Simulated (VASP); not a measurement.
# CaSe (Fm-3m) in VASP: single point with r2SCAN

Aim: the single point of CaSe with r2SCAN.

All numbers are computed with VASP 6.6.1; they aren't measurements. Logs are shortened: lines on timing, memory, paths and dates and some standing lists are left out, and cuts for length are marked.

**The experiment to reproduce.**

A printed reference work, monograph, original work of 1988 reports, for a bulk crystal of CaSe at 2 K: band gap 3.85 eV (indirect).

The runs below are set against these values where they give the same quantity.

### 1 The cell of the first run

It takes space group Fm-3m (No. 225, cubic). The conventional cell has a = 5.988 Å, b = 5.988 Å, c = 5.988 Å, α = 90.00°, β = 90.00°, γ = 90.00°. Within 3.9 Å of Ca (site symmetry m-3m) lie 6 Se at 2.99 Å. Within 3.9 Å of Se (site symmetry m-3m) lie 6 Ca at 2.99 Å.

### 2 Single point, r2SCAN

Input file POSCAR:

```
CaSe
1.0
    0.0000000000      2.9940910000      2.9940910000
    2.9940910000      0.0000000000      2.9940910000
    2.9940910000      2.9940910000      0.0000000000
Ca Se
1 1
Direct
    0.0000000000      0.0000000000      0.0000000000
    0.5000000000      0.5000000000      0.5000000000
```

Input file INCAR.step1:

```
ALGO = Normal
EDIFF = 1E-4
ENCUT = 520
GGA = PE
ISMEAR = -1
LASPH = True
LCHARG = False
LREAL = False
LWAVE = True
NBANDS = 15
NELM = 100
PREC = Accurate
SIGMA = 0.0192
```

Input file INCAR.step2:

```
ALGO = Normal
EDIFF = 1E-6
ENCUT = 520
ISIF = 2
ISMEAR = -1
ISTART = 1
LASPH = True
LCHARG = False
LMIXTAU = True
LREAL = False
LWAVE = False
METAGGA = R2SCAN
NBANDS = 15
NELM = 100
PREC = Accurate
SIGMA = 0.0192
```

Input file KPOINTS:

```
k-points
0
Gamma
  7 7 7
```

Potentials or basis: VASP PAW PBE potentials, release 64 (Ca_sv, Se).

On the command line:

```bash
$ cat potpaw_PBE.64/Ca_sv/POTCAR potpaw_PBE.64/Se/POTCAR > POTCAR
$ cp INCAR.step1 INCAR
$ mpirun -np 1 vasp_std > vasp.out
$ cp INCAR.step2 INCAR
$ mpirun -np 1 vasp_std > vasp.out
```

OUTCAR:

```text
EDIFF = 1E-6
   ENCUT = 520
   ISIF = 2
   ISMEAR = -1
   ISTART = 1
   LASPH = True
   LREAL = False
   METAGGA = R2SCAN
   NELM = 100
   PREC = Accurate

 ion  position               nearest neighbor table
   1  0.000  0.000  0.000-
   2  0.500  0.500  0.500-

  LATTYP: Found a face centered cubic cell.
 ALAT       =     5.9881820000

  Lattice vectors:

 A1 = (   0.0000000000,   2.9940910000,   2.9940910000)
 A2 = (   2.9940910000,   0.0000000000,   2.9940910000)
 A3 = (   2.9940910000,   2.9940910000,   0.0000000000)

Analysis of symmetry for initial positions (statically):
=====================================================================
 Subroutine PRICEL returns:
 Original cell was already a primitive cell.

 Routine SETGRP: Setting up the symmetry group for a
 face centered cubic supercell.

 Subroutine GETGRP returns: Found 48 space group operations
 (whereof 48 operations were pure point group operations)
 out of a pool of 48 trial point group operations.

The static configuration has the point symmetry O_h .

Analysis of symmetry for dynamics (positions and initial velocities):
=====================================================================
 Subroutine PRICEL returns:
 Original cell was already a primitive cell.

 Routine SETGRP: Setting up the symmetry group for a
 face centered cubic supercell.

 Subroutine GETGRP returns: Found 48 space group operations
 (whereof 48 operations were pure point group operations)
 out of a pool of 48 trial point group operations.

The dynamic configuration has the point symmetry O_h .

 Subroutine INISYM returns: Found 48 space group operations
 (whereof 48 operations are pure point group operations),
 and found     1 'primitive' translations

----------------------------------------------------------------------------------------

                                     Primitive cell

  volume of cell :      53.6815

  direct lattice vectors                    reciprocal lattice vectors
     0.000000000  2.994091000  2.994091000    -0.166995592  0.166995592  0.166995592
     2.994091000  0.000000000  2.994091000     0.166995592 -0.166995592  0.166995592
     2.994091000  2.994091000  0.000000000     0.166995592  0.166995592 -0.166995592

  length of vectors
     4.234284099  4.234284099  4.234284099     0.289244851  0.289244851  0.289244851
[... 81 lines left out ...]
   NFREE  =      0    steps in history (QN), initial steepest desc. (CG)
   ISIF   =      2    stress and relaxation
   ISYM   =      2    0-nonsym 1-usesym 2-fastsym
   POTIM  = 0.5000    time-step for ionic-motion
   TEBEG  =    0.0;   TEEND  =   0.0 temperature during run
   PSTRESS=    0.0 pullay stress
   NELECT =      16.0000    total number of electrons
   NUPDOWN=      -1.0000    fix difference up-down
   EMIN   =  10.00;   EMAX   =-10.00  energy-range for DOS
   EFERMI =   0.00;   METHOD = LEGACY
   ISMEAR =    -1;   SIGMA  =   0.02  broadening in eV -4-tet -1-fermi 0-gaus
   EFERMI_NEDOS =   21; number of points for ismear=-14 and -15
   IALGO  =     38    algorithm
   IMIX   =      4    mixing-type and parameters
     AMIX     =   0.40;   BMIX     =  1.00
     AMIX_MAG =   1.60;   BMIX_MAG =  1.00
  volume/ion in A,a.u.               =      26.84       181.13
  Fermi-wavevector in a.u.,A,eV,Ry     =   1.093553  2.066515 16.270638  1.195858
  Thomas-Fermi vector in A             =   2.229841
   LORBIT       =      0    0 simple, 1 ext, 2 COOP (PROOUT), +10 PAW based schemes
   METAGGA = R2SCAN    functional components
   LHFCALC =     F    Hartree Fock is set to
   AEXX    =    0.0000 exact exchange contribution
   IVDW    =     0    specifies the selected vdW correction
   LEPSILON=     F    determine dielectric tensor
   LRPA    =     F    only Hartree local field effects (RPA)
 non-spin polarized calculation
  energy-cutoff  :      520.00
  volume of cell :       53.68
 maximum number of plane-waves:      1464
   NGX = 15   NGY = 15   NGZ = 15

 number of electron      15.9999997 magnetization

 Free energy of the ion-electron system (eV)
  ---------------------------------------------------
  ext. energy  EPLUGINS =         0.00000000
  ---------------------------------------------------
  free energy    TOTEN  =       -25.97531499 eV

  energy without entropy =      -25.97531499  energy(sigma->0) =      -25.97531499

 E-fermi :   2.4674     XC(G=0):  -9.4165

 val. band max:        1.9350657695   @ k =   0.0000   0.0000   0.0000
 cond. band min:       4.5731487000   @ k =   0.4286   0.4286   0.0000
 fundamental gap:      2.6380829306
 Fermi energy:         2.4674487927

 k-point     1 :       0.0000    0.0000    0.0000
  band No.  band energies     occupation
      1     -39.4798      2.00000
      2     -19.5840      2.00000
      3     -19.5840      2.00000
      4     -19.5839      2.00000
      5     -10.1316      2.00000
      6       1.9351      2.00000
      7       1.9351      2.00000
      8       1.9351      2.00000
      9       5.8612      0.00000
     10       6.1712      0.00000
     11       6.1713      0.00000
     12       6.1713      0.00000
     13       6.7356      0.00000
     14       6.7356      0.00000
[... 329 lines left out ...]
      2     -19.6366      2.00000
      3     -19.6353      2.00000
      4     -19.6090      2.00000
      5      -9.4909      2.00000
      6      -0.1055      2.00000
      7      -0.0712      2.00000
      8       0.6067      2.00000
      9       6.4281      0.00000
     10       7.3136      0.00000
     11       7.9111      0.00000
     12       8.2535      0.00000
     13       8.4011      0.00000
     14      10.3311      0.00000
     15      11.5982      0.00000

------------------------ aborting loop because EDIFF is reached ----------------------------------------

  FORCE on cell =-STRESS in cart. coord.  units (eV):
  Direction    XX          YY          ZZ          XY          YZ          ZX
  --------------------------------------------------------------------------------------
  -------------------------------------------------------------------------------------
  Total       -0.3720273     -0.3720273     -0.3720273      0.0000000      0.0000000     -0.0000000
  in kB      -11.1035116    -11.1035116    -11.1035116      0.0000000      0.0000000     -0.0000000
  external PRESSURE =     -11.1035116 kB  Pullay stress =       0.0000000 kB

 VOLUME and BASIS-vectors are now :
 -----------------------------------------------------------------------------
  energy-cutoff  :      520.00
  volume of cell :       53.68
      direct lattice vectors                 reciprocal lattice vectors
     0.000000000  2.994091000  2.994091000    -0.166995592  0.166995592  0.166995592
     2.994091000  0.000000000  2.994091000     0.166995592 -0.166995592  0.166995592
     2.994091000  2.994091000  0.000000000     0.166995592  0.166995592 -0.166995592

 POSITION                                       TOTAL-FORCE (eV/Angst)
 -----------------------------------------------------------------------------------
      0.00000      0.00000      0.00000         0.000000      0.000000      0.000000
      2.99409      2.99409      2.99409        -0.000000     -0.000000     -0.000000
 -----------------------------------------------------------------------------------
    total drift:                                0.000000     -0.000000     -0.000000

  FREE ENERGIE OF THE ION-ELECTRON SYSTEM (eV)
  ---------------------------------------------------
  free  energy   TOTEN  =       -25.9753149907 eV

  energy  without entropy=      -25.9753149907  energy(sigma->0) =      -25.97531499
```

OSZICAR.step1:

```text
N       E                     dE             d eps       ncg     rms          rms(c)
DAV:   1     0.111641895542E+03    0.11164E+03   -0.74103E+03   600   0.973E+02
DAV:   2    -0.471591204892E+01   -0.11636E+03   -0.11095E+03   761   0.242E+02
DAV:   3    -0.938335357433E+01   -0.46674E+01   -0.46250E+01   771   0.475E+01
DAV:   4    -0.963010996498E+01   -0.24676E+00   -0.24660E+00   878   0.842E+00
DAV:   5    -0.963192536534E+01   -0.18154E-02   -0.18152E-02   757   0.790E-01    0.426E+00
DAV:   6    -0.948640517325E+01    0.14552E+00   -0.19886E-01   705   0.233E+00    0.252E+00
DAV:   7    -0.948028346783E+01    0.61217E-02   -0.10171E-01   764   0.198E+00    0.830E-01
DAV:   8    -0.948458994518E+01   -0.43065E-02   -0.13071E-02   629   0.851E-01    0.124E-01
DAV:   9    -0.948467235086E+01   -0.82406E-04   -0.69441E-04   783   0.257E-01
   1 F= -.94846724E+01 E0= -.94846724E+01  d E =-.203716E-11
```

It took 47 s on 1 thread of Intel Xeon Platinum 8488C (Sapphire Rapids), shared host; peak memory 0.19 GiB.

What came out:

| Property | Result |
| --- | --- |
| Free energy | -25.9753 eV |
| Pressure | -1.1 GPa |
| Band gap on the k mesh | 2.64 eV, indirect (least direct gap 3.53 eV) |

Caveat: the PAW data sets were made with another functional, which shifts forces and pressure a little.

### 3 Against experiment

Step 2. Against the measured gap of CaSe, 3.85 eV (indirect; 2 K; a printed reference work, monograph, original work of 1988), the calculated 2.64 eV is off by -1.21 eV. Spin-orbit coupling on Se is left out. The value is that of r2SCAN on a finite k mesh, which can miss the band edges, without temperature or zero-point motion.
